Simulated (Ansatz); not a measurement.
# Y2NS2 MXene monolayer in a perpendicular field, part 3 of 3

What dipole does a perpendicular field induce in the Y2NS2 MXene monolayer? A positive field points along +c.

Ansatz 0.2.0; plane-wave DFT, r2SCAN-D4, Ansatz PAW.

So far. Step 7 (Single point, field -0.3 V/Å): The dipole is -0.152 e·Å. Step 8 (Response, atoms held): The induced dipole is that of a conductor 7.67 Å thick.

### 9. Relaxing in the field, field 0.1 V/Å

This step: plane-wave DFT, r2SCAN-D4, Ansatz PAW (Ansatz 0.2.0).

Now the atoms may follow the field. A weak field makes forces of meV/Å to tens of meV/Å, so the force tolerance is set well below the usual one.

File input.yaml:

```yaml
crystal:
  lattice:
    - [3.714900317, 0.0, 0.0]
    - [-1.8574501585, 3.2171980471, 0.0]
    - [0.0, 0.0, 23.8493599962]
  atoms:
    - { symbol: S, position: [0.3333333333, 0.6666666667, 0.3773686171] }
    - { symbol: "Y", position: [0.6666666667, 0.3333333333, 0.4417054017] }
    - { symbol: "N", position: [0.0, 0.0, 0.5] }
    - { symbol: "Y", position: [0.3333333333, 0.6666666667, 0.5582945983] }
    - { symbol: S, position: [0.6666666667, 0.3333333333, 0.6226313829] }
kpoints:
  mp_grid: { grid: [12, 12, 1] }
hamiltonian:
  xc: r2scan
  dispersion: d4
scf:
  occupations: { method: fermi_dirac, width: 0.05 }
  convergence: { dr2_threshold: 1.0e-10 }
efield:
  axis: 3
  dipole_correction: true
  ramp_position: 0.9476
  ramp_width: 0.1048
  amplitude: 0.1
relax:
  f_tol: 0.001
  max_steps: 60
output:
  write_potential: true
  write_density: true
  volumetric_format: npy
```

Started as:

```bash
$ ansatz run input.yaml --threads 4 --pin off --max-ram 12288MiB --backend cpu --events-out ev --progress --plain --runs-dir out
```

Numbers of over 12 decimals in the logs are rounded to 6 here.

The program printed:

```text
[...]
Crystal: 5 atoms, lattice volume = 285.037 Å³
Basis set: ecut = 500 eV, 7239 PW (Γ), exchange–correlation on 120×120×720 points (64 copies of the dense FFT grid, shifted against one another)
Bands: 25, of which v1, the nominal top of the filled ones, is band 20 counted from 1 (19 counted from 0)
Symmetry: 6 space group operations
k-points: 19 of 144 (time reversal used)
[...]
SCF iter   1: F=—  HF=-9924.039137 eV  |F-HF|=—  |Δ(HF+E_count)|=         —  Δρ=6.43e-3  dr2=1.59e0  dr2_τ=7.55e-2  ethr=1.77e-3  p=0.000 e·Å  D=1.22e-14 V/Å  ΔV_dip=-0.00 eV  dr2_dipole=5.85e-1  V_vac-E_F(+/−)=8.40/6.33 eV  ⟨swp⟩=8.6  Hψ=2752  notcnv=0
[...]
SCF iter  11: F=-9924.053257 eV  HF=-9924.053257 eV  |F-HF|=3.27e-10  |Δ(HF+E_count)|=  6.18e-10  Δρ=5.83e-8  dr2=1.37e-11  dr2_τ=1.41e-12  ethr=1.00e-12  p=0.051 e·Å  D=3.22e-2 V/Å  ΔV_dip=-0.77 eV  dr2_dipole=1.60e-13  V_vac-E_F(+/−)=8.14/6.84 eV  ⟨swp⟩=8.0  Hψ=2615  notcnv=0
SCF 1 converged in 11 iterations: F = -9924.053257 eV  dr2 = 1.37e-11
[...]
relax step   1: F+E_penalty+E_count = -9924.05325651 eV  Δ(F+E_penalty+E_count) = +0.000e0 eV  max|allowed force component| = 2.552e-3 eV/Å  Δτ_max = 0.0000 Å  (11 SCF iters, accepted)
[...]
SCF iter   7: F=-9924.053257 eV  HF=-9924.053257 eV  |F-HF|=4.51e-10  |Δ(HF+E_count)|=  4.40e-10  Δρ=5.44e-8  dr2=1.54e-11  dr2_τ=1.16e-12  ethr=1.00e-12  p=0.051 e·Å  D=3.22e-2 V/Å  ΔV_dip=-0.77 eV  dr2_dipole=2.64e-13  V_vac-E_F(+/−)=8.14/6.84 eV  ⟨swp⟩=7.9  Hψ=2601  notcnv=0
SCF 2 converged in 7 iterations: F = -9924.053257 eV  dr2 = 1.54e-11
relax step   2: F+E_penalty+E_count = -9924.05325708 eV  Δ(F+E_penalty+E_count) = -5.690e-7 eV  max|allowed force component| = 2.463e-3 eV/Å  Δτ_max = 0.0005 Å  (7 SCF iters, accepted)
SCF iter   1: F=—  HF=-9924.053211 eV  |F-HF|=—  |Δ(HF+E_count)|=         —  Δρ=1.26e-5  dr2=1.11e-6  dr2_τ=4.16e-6  ethr=1.80e-7  p=0.051 e·Å  D=3.22e-2 V/Å  ΔV_dip=-0.77 eV  dr2_dipole=6.95e-8  V_vac-E_F(+/−)=8.14/6.84 eV  ⟨swp⟩=1.0  Hψ=779  notcnv=0  defer=19
[...]
SCF iter   6: F=-9924.053258 eV  HF=-9924.053258 eV  |F-HF|=3.38e-10  |Δ(HF+E_count)|=  2.66e-10  Δρ=6.17e-8  dr2=2.17e-11  dr2_τ=3.21e-12  ethr=1.00e-12  p=0.051 e·Å  D=3.22e-2 V/Å  ΔV_dip=-0.77 eV  dr2_dipole=6.03e-15  V_vac-E_F(+/−)=8.14/6.84 eV  ⟨swp⟩=8.0  Hψ=2676  notcnv=0
SCF 3 converged in 6 iterations: F = -9924.053258 eV  dr2 = 2.17e-11
relax step   3: F+E_penalty+E_count = -9924.05325772 eV  Δ(F+E_penalty+E_count) = -6.389e-7 eV  max|allowed force component| = 1.070e-3 eV/Å  Δτ_max = 0.0002 Å  (6 SCF iters, accepted)
SCF iter   1: F=—  HF=-9924.053258 eV  |F-HF|=—  |Δ(HF+E_count)|=         —  Δρ=5.55e-6  dr2=3.04e-7  dr2_τ=5.24e-7  ethr=3.64e-9  p=0.051 e·Å  D=3.22e-2 V/Å  ΔV_dip=-0.77 eV  dr2_dipole=5.05e-8  V_vac-E_F(+/−)=8.14/6.84 eV  ⟨swp⟩=2.0  Hψ=995  notcnv=0  defer=19
[...]
SCF iter   6: F=-9924.053258 eV  HF=-9924.053258 eV  |F-HF|=4.27e-10  |Δ(HF+E_count)|=  6.15e-10  Δρ=5.77e-8  dr2=2.49e-11  dr2_τ=6.04e-13  ethr=1.00e-12  p=0.051 e·Å  D=3.22e-2 V/Å  ΔV_dip=-0.77 eV  dr2_dipole=1.62e-13  V_vac-E_F(+/−)=8.14/6.84 eV  ⟨swp⟩=7.0  Hψ=2300  notcnv=0
SCF 4 converged in 6 iterations: F = -9924.053258 eV  dr2 = 2.49e-11
relax step   4: F+E_penalty+E_count = -9924.05325783 eV  Δ(F+E_penalty+E_count) = -1.053e-7 eV  max|allowed force component| = 2.758e-4 eV/Å  Δτ_max = 0.0001 Å  (6 SCF iters, accepted)
[...]
the band table was solved once a step of the walk had ended and its energy, with any forces and stress, was formed, with the checks that follow a solve (3101 applications of the Hamiltonian). They found nothing against the state; the energy, forces and stress were not computed again (output.eigenvalues in the input reference)
[...]
SCF iter   2: F=-9924.053258 eV  HF=-9924.053258 eV  |F-HF|=2.02e-10  |Δ(HF+E_count)|=  2.36e-10  Δρ=3.09e-8  dr2=7.05e-12  dr2_τ=2.60e-13  ethr=1.00e-12  p=0.051 e·Å  D=3.22e-2 V/Å  ΔV_dip=-0.77 eV  dr2_dipole=1.86e-13  V_vac-E_F(+/−)=8.14/6.84 eV  ⟨swp⟩=6.2  Hψ=2245  notcnv=0
SCF 5 converged in 2 iterations: F = -9924.053258 eV  dr2 = 7.05e-12
[...]
SCF converged after 2 iterations
Free energy (F): -9924.053258 eV
[...]
Internal energy: -9924.026688 eV  (E = F + TS)
E sigma→0 (E₀):  -9924.039973 eV
Entropy (-TS):   -0.026570 eV (-5.314 meV/atom)
Fermi energy:    -2.305202 eV
Dipole field:    D = 0.032176 V/Å  (p = 0.050685 e·Å, saw-weighted, corrected)
Work function:   not extracted (applied field tilts the vacuum); planar V_es + V_field profile in the machine report
[...]
--- Forces (eV/Å), atoms counted from 1 ---
  atom   1  S     -0.00000000     0.00000000    -0.00004111
  atom   2  Y      0.00000000    -0.00000000     0.00010495
  atom   3  N      0.00000000    -0.00000000    -0.00027556
  atom   4  Y      0.00000000     0.00000000     0.00023466
  atom   5  S      0.00000000    -0.00000000    -0.00002119
  max |Σ_I F_I| component: 1.75e-6 eV/Å
--- Band table (eV; the first three rows and the last of 19) ---
  k-point 0: bands = [... 16 lower, -2.5986, -2.2527, -1.7978, -1.7978, 1.6550, 1.6550, 2.0201, 2.7408, ... 1 higher]
  k-point 1: bands = [... 16 lower, -2.6097, -2.1422, -2.0122, -1.9014, 1.5015, 1.8203, 2.0487, 2.9100, ... 1 higher]
  k-point 2: bands = [... 16 lower, -2.8878, -2.6503, -2.1210, -1.9989, 1.0864, 2.2247, 2.2255, 3.0366, ... 1 higher]
  k-point 18: bands = [... 16 lower, -3.2291, -3.2238, -3.0851, -3.0684, 2.1615, 2.1637, 2.7118, 4.1600, ... 1 higher]
--- Relaxed structure (4 steps of the walk, 4 accepted, 0 SCFs on fresh bases) ---
  F+E_penalty+E_count = -9924.05325783 eV   max|allowed force component| = 2.758e-4 eV/Å
  atoms:
    - { symbol: S, position: [0.333333, 0.666667, 0.377358] }
    - { symbol: Y, position: [0.666667, 0.333333, 0.441717] }
    - { symbol: N, position: [0, 0, 0.499989] }
    - { symbol: Y, position: [0.333333, 0.666667, 0.558310] }
    - { symbol: S, position: [0.666667, 0.333333, 0.622627] }
```

Wall time 27 s (4 threads of Arm Neoverse V2, shared host); peak memory 1.2 GiB; 1.7 min of CPU time.

Hardly anything moved in the relaxation; the energy changed by under 0.2 meV an atom.

Numbers from this step:

| Quantity | Value |
| --- | --- |
| energy at zero smearing | -9924.0400 eV |
| dipole along the normal | 0.05068 e·Å |

The relaxation took 4 steps and lowered the energy by 1.3e-6 eV; the largest force on the free atoms ends at 2.8e-4 eV/Å.

The dipole is 0.0507 e·Å.

### 10. Field on, atoms free, field -0.1 V/Å

The opposite sign, again from the field-free geometry; the difference of the two cancels what relaxes without a field.

input.yaml, as its differences from that of step 9:

```diff
@@ -24,3 +24,3 @@
   ramp_width: 0.1048
-  amplitude: 0.1
+  amplitude: -0.1
 relax:
```

The program printed:

```text
[...]
Crystal: 5 atoms, lattice volume = 285.037 Å³
Basis set: ecut = 500 eV, 7239 PW (Γ), exchange–correlation on 120×120×720 points (64 copies of the dense FFT grid, shifted against one another)
Bands: 25, of which v1, the nominal top of the filled ones, is band 20 counted from 1 (19 counted from 0)
Symmetry: 6 space group operations
k-points: 19 of 144 (time reversal used)
[...]
--- Relaxed structure (4 steps of the walk, 4 accepted, 0 SCFs on fresh bases) ---
  F+E_penalty+E_count = -9924.05325783 eV   max|allowed force component| = 2.769e-4 eV/Å
  atoms:
    - { symbol: S, position: [0.333333, 0.666667, 0.377373] }
    - { symbol: Y, position: [0.666667, 0.333333, 0.441690] }
    - { symbol: N, position: [0, 0, 0.500011] }
    - { symbol: Y, position: [0.333333, 0.666667, 0.558283] }
    - { symbol: S, position: [0.666667, 0.333333, 0.622642] }
[key lines of the parts left out:]
SCF converged after 2 iterations
Free energy (F): -9924.053258 eV
Fermi energy:    -2.305202 eV
Dipole field:    D = -0.032176 V/Å  (p = -0.050685 e·Å, saw-weighted, corrected)
```

Elapsed: 27 s, on 4 threads; peak memory 1.2 GiB; 1.7 min of CPU time.

Hardly anything moved in the relaxation; the energy changed by under 0.2 meV an atom.

This step gave:

```yaml
dipole_along_the_normal: -0.05068 e·Å
```

The relaxation took 4 steps and lowered the energy by 1.3e-6 eV; the largest force on the free atoms ends at 2.8e-4 eV/Å.

The dipole is -0.0507 e·Å.

### 11. Response, atoms relaxed

This step: plane-wave DFT, r2SCAN-D4, Ansatz PAW; response to a field along the normal, atoms relaxed (Ansatz 0.2.0).

The same analysis on the two relaxed runs holds the ionic part too; their mesh is coarser, so small differences from the held value can come from that.

Numbers from this step:

```
equivalent conductor thickness p/(ε₀AE) : 7.674 Å
distance between the outer atoms        : 5.850 Å
```

Dipole of the cell against applied field:

```csv
applied field (V/Å),dipole of the cell (e·Å)
-0.1000,-0.0507
0.1000,0.0507
```

Local field over the applied field, running mean. From the potentials at -0.1 and 0.1 V/Å; running mean over 2.5 Å. Table of local field over applied field by z:

```csv
z (Å),local field over applied field
5,0.999
6,0.982
7,0.849
8,0.541
9,0.191
10,-0.00342
11,0.00296
12,0.0430
13,-0.00438
14,0.0115
15,0.243
16,0.591
17,0.884
18,0.988
19,0.999
```

Electrons, planar mean, per unit field. The induced electron density by z:

z (Å), induced electron density (e/Å³ per V/Å) and a bar from the least value:
```
      4.5    0.00000 ###############
      5.0    0.00000 ###############
      5.5    0.00002 ###############
      6.0    0.00007 ###############
      6.5    0.00025 ################
      7.0    0.00080 ##################
      7.5    0.00213 #######################
      8.0    0.00402 ##############################
      8.5    0.00327 ###########################
      9.0    0.00074 ##################
      9.5   -0.00049 #############
     10.0   -0.00323 ###
     10.5   -0.00084 ############
     11.0    0.00290 ##########################
     11.5    0.00272 #########################
     12.0   -0.00058 #############
     12.5   -0.00312 ####
     13.0   -0.00174 #########
     13.5    0.00169 #####################
     14.0    0.00278 #########################
     14.5   -0.00021 ##############
     15.0   -0.00109 ###########
     15.5   -0.00408 
     16.0   -0.00350 ##
     16.5   -0.00163 #########
     17.0   -0.00057 #############
     17.5   -0.00017 ##############
     18.0   -0.00005 ###############
     18.5   -0.00001 ###############
     19.0    0.00000 ###############
     19.5    0.00000 ###############
```

The induced dipole is that of a conductor 7.67 Å thick.

### 12. A changed input

This step: plane-wave DFT, r2SCAN-D4, Ansatz PAW (Ansatz 0.2.0).

An input spoilt on purpose, to show how the run answers: it repeats the earlier run at 0.1 V/Å with efield.amplitude from 0.1 to 1.5, and scf.max_iter set to 60.

input.yaml, as its differences from that of step 10:

```diff
@@ -12,3 +12,6 @@
 kpoints:
-  mp_grid: { grid: [12, 12, 1] }
+  mp_grid: { grid: [18, 18, 1] }
+  band_path:
+    path: [[0, 0, 0], [0.5, 0, 0], [0.33333333, 0.33333333, 0], [0, 0, 0]]
+    npoints: 16
 hamiltonian:
@@ -19,2 +22,3 @@
   convergence: { dr2_threshold: 1.0e-10 }
+  max_iter: 60
 efield:
@@ -24,6 +28,3 @@
   ramp_width: 0.1048
-  amplitude: -0.1
-relax:
-  f_tol: 0.001
-  max_steps: 60
+  amplitude: 1.5
 output:
```

The program printed:

```text
[...]
Crystal: 5 atoms, lattice volume = 285.037 Å³
Basis set: ecut = 500 eV, 7239 PW (Γ), exchange–correlation on 120×120×720 points (64 copies of the dense FFT grid, shifted against one another)
Bands: 25, of which v1, the nominal top of the filled ones, is band 20 counted from 1 (19 counted from 0)
Symmetry: 6 space group operations
k-points: 37 of 324 (time reversal used)
[...]
SCF iter   1: F=—  HF=-9937.172354 eV  |F-HF|=—  |Δ(HF+E_count)|=         —  Δρ=7.08e-2  dr2=4.46e2  dr2_τ=8.62e-1  ethr=1.77e-3  p=-0.006 e·Å  D=-3.69e-3 V/Å  ΔV_dip=0.09 eV  dr2_dipole=2.57e2  V_vac-E_F(+/−)=20.25/-5.46 eV  ⟨swp⟩=15.4  Hψ=7747  notcnv=0
[...]
SCF iter  15: F=-9924.620460 eV  HF=-9924.620460 eV  |F-HF|=2.44e-10  |Δ(HF+E_count)|=  4.62e-10  Δρ=4.28e-8  dr2=1.14e-11  dr2_τ=1.74e-12  ethr=1.00e-12  p=0.762 e·Å  D=4.84e-1 V/Å  ΔV_dip=-11.54 eV  dr2_dipole=1.32e-12  V_vac-E_F(+/−)=16.84/2.76 eV  ⟨swp⟩=18.6  Hψ=5463  notcnv=0
WARN: efield: at this solve's end the planar-averaged density reaches 1.37e-5 e/Å³ inside the ramp window [0.9057, 0.2034] (bound 1e-5 e/Å³); the window's nearer edge stands 4.15 Å from this solve's nearest atom along the axis. Its free energy, forces, stress, dipole, levels and responses can be off, and this figure does not tell by how much. A short vacuum, a low `basis.ecutwfc` or `basis.ecutrho_ratio` and negative occupations (`scf.occupations.method`) can put density there. See the manual's quickstart, § The vacuum guard
SCF 1 converged in 15 iterations: F = -9924.620460 eV  dr2 = 1.14e-11
[...]
SCF converged after 15 iterations
Free energy (F): -9924.620460 eV
[...]
Internal energy: -9924.592351 eV  (E = F + TS)
E sigma→0 (E₀):  -9924.606406 eV
Entropy (-TS):   -0.028109 eV (-5.622 meV/atom)
Fermi energy:    -2.350642 eV
Dipole field:    D = 0.483816 V/Å  (p = 0.762115 e·Å, saw-weighted, corrected)
Work function:   not extracted (applied field tilts the vacuum); planar V_es + V_field profile in the machine report
[...]
Vacuum region:   at the solve's end the planar-averaged density reaches 1.37e-5 e/Å³ inside the ramp window [0.9057, 0.2034] (bound 1e-5 e/Å³)
[...]
--- Band table (eV; the first three rows and the last of 37) ---
  k-point 0: bands = [... 16 lower, -2.6619, -2.3072, -1.8535, -1.8535, 1.5938, 1.5938, 1.8107, 1.9982, ... 1 higher]
  k-point 1: bands = [... 16 lower, -2.6669, -2.1583, -2.0086, -1.9018, 1.5178, 1.6697, 1.8610, 2.0165, ... 1 higher]
  k-point 2: bands = [... 16 lower, -2.6836, -2.4219, -2.0248, -2.0238, 1.3029, 1.8749, 1.9562, 2.1345, ... 1 higher]
  k-point 36: bands = [... 16 lower, -3.3530, -3.3485, -3.1546, -2.9912, 2.0777, 2.1219, 2.6471, 4.0838, ... 1 higher]
```

Wall time 28 s (4 threads); peak memory 1.3 GiB.

```csv
quantity,this run,earlier run,difference
dipole along the normal (e·Å),0.7621,0.05067,0.71
```

The applied field differs between the two, so the dipoles differ in any case.

In so strong a field the program warns of density in the ramp of the sawtooth; these numbers are not the system's.

### 13. The same run with other settings: scf.n_extra_bands = 32

Another changed input: it repeats the earlier run at 0.1 V/Å with scf.n_extra_bands to 32.

input.yaml, as its differences from that of step 12:

```diff
@@ -22,3 +22,3 @@
   convergence: { dr2_threshold: 1.0e-10 }
-  max_iter: 60
+  n_extra_bands: 32
 efield:
@@ -28,3 +28,3 @@
   ramp_width: 0.1048
-  amplitude: 1.5
+  amplitude: 0.1
 output:
```

The program printed:

```text
[...]
Crystal: 5 atoms, lattice volume = 285.037 Å³
Basis set: ecut = 500 eV, 7239 PW (Γ), exchange–correlation on 120×120×720 points (64 copies of the dense FFT grid, shifted against one another)
Bands: 52, of which v1, the nominal top of the filled ones, is band 20 counted from 1 (19 counted from 0)
Symmetry: 6 space group operations
k-points: 37 of 324 (time reversal used)
[...]
SCF iter   1: F=—  HF=-9924.037643 eV  |F-HF|=—  |Δ(HF+E_count)|=         —  Δρ=6.47e-3  dr2=1.64e0  dr2_τ=7.60e-2  ethr=1.77e-3  p=-0.000 e·Å  D=-1.15e-14 V/Å  ΔV_dip=0.00 eV  dr2_dipole=5.99e-1  V_vac-E_F(+/−)=8.40/6.33 eV  ⟨swp⟩=8.0  Hψ=10614  notcnv=0  defer=643
[...]
SCF iter  12: F=-9924.052267 eV  HF=-9924.052267 eV  |F-HF|=2.55e-11  |Δ(HF+E_count)|=  2.42e-10  Δρ=6.23e-9  dr2=1.08e-13  dr2_τ=1.29e-14  ethr=1.00e-12  p=0.051 e·Å  D=3.22e-2 V/Å  ΔV_dip=-0.77 eV  dr2_dipole=4.17e-15  V_vac-E_F(+/−)=8.14/6.84 eV  ⟨swp⟩=4.7  Hψ=6045  notcnv=0
SCF 1 converged in 12 iterations: F = -9924.052267 eV  dr2 = 1.08e-13
[...]
SCF converged after 12 iterations
an eigenvalue changed by more than its tolerance at an iteration that met the thresholds in force, so the SCF went on 1 time: the last check found none over its tolerance
Free energy (F): -9924.052267 eV
[...]
Internal energy: -9924.024961 eV  (E = F + TS)
E sigma→0 (E₀):  -9924.038614 eV
Entropy (-TS):   -0.027306 eV (-5.461 meV/atom)
Fermi energy:    -2.303794 eV
Dipole field:    D = 0.032164 V/Å  (p = 0.050665 e·Å, saw-weighted, corrected)
Work function:   not extracted (applied field tilts the vacuum); planar V_es + V_field profile in the machine report
[...]
--- Band table (eV; the first three rows and the last of 37) ---
  k-point 0: bands = [... 16 lower, -2.5982, -2.2519, -1.7968, -1.7968, 1.6557, 1.6557, 2.0213, 2.7416, ... 28 higher]
  k-point 1: bands = [... 16 lower, -2.6030, -2.0996, -1.9532, -1.8452, 1.5922, 1.7317, 2.0253, 2.8274, ... 28 higher]
  k-point 2: bands = [... 16 lower, -2.6190, -2.3652, -1.9689, -1.9682, 1.3792, 1.9370, 2.0948, 2.9868, ... 28 higher]
  k-point 36: bands = [... 16 lower, -3.2282, -3.2234, -3.0844, -3.0684, 2.1621, 2.1650, 2.7123, 4.1601, ... 28 higher]
```

Elapsed: 42 s, on 4 threads; peak memory 1.7 GiB.

This step gave:

```yaml
energy_at_zero_smearing: -9924.0386 eV
dipole_along_the_normal: 0.05066 e·Å
```

Electronic bands along the path, in eV, zero at the Fermi level:

```csv
point,band 17,band 18,band 19,band 20,band 21,band 22,band 23,band 24
Γ,-0.29,0.05,0.51,0.51,3.96,3.96,4.33,5.05
halfway,-0.54,-0.42,0.00,0.04,2.97,4.75,5.06,5.29
M,-1.02,-0.52,-0.27,-0.13,2.34,4.70,6.07,6.46
halfway,-1.03,-0.91,-0.74,-0.31,3.11,5.27,5.47,5.69
K,-0.92,-0.92,-0.78,-0.76,4.47,4.47,5.02,6.46
halfway,-0.56,-0.54,-0.42,-0.03,3.62,3.83,5.55,5.58
Γ,-0.29,0.05,0.51,0.51,3.96,3.96,4.33,5.05
```

```csv
quantity,this run,earlier run,difference
dipole along the normal (e·Å),0.05066,0.05067,-2.7e-6
```

The dipole moves by under 0.5 % or 5e-5 e·Å. The run took 12 SCF cycles against 10.

Of the bands kept, 3 cross the Fermi level on this path.

### 14. What came out

| Quantity | Value |
| --- | --- |
| gap without field | none |
| work function, upper face | 7.52 eV |
| equivalent conductor thickness, atoms held | 7.67 Å |
| equivalent conductor thickness, atoms relaxed | 7.67 Å |

**Reading.** The induced dipole equals that of a perfect conductor 7.67 Å thick, while the outer atoms lie 5.85 Å apart. There is no gap over 0.03 eV, with or without the field. The first relaxation ran with spin and lost its moment, and the later runs have none; other magnetic states were not tried. Spin-orbit coupling is left out. The MXene's terminations sit over the metal atoms of its far layer; the site over carbon or nitrogen, which some compounds prefer, was not run.

[Logs are printed without paths, hosts, clocks, repeated set-up lines and the standing remarks that a program may print on its own settings, such as how far it seeks lower states.]

[Hosts, paths, dates, database ids (printed as entryN), source tags and the programs' standing remarks are cut or masked in the printed files.]

[Maps of the electrostatic potential energy from Ansatz leave out the sawtooth potential of an applied field or a dipole correction, so their vacuum need not be flat; planar profiles and work functions include it.]
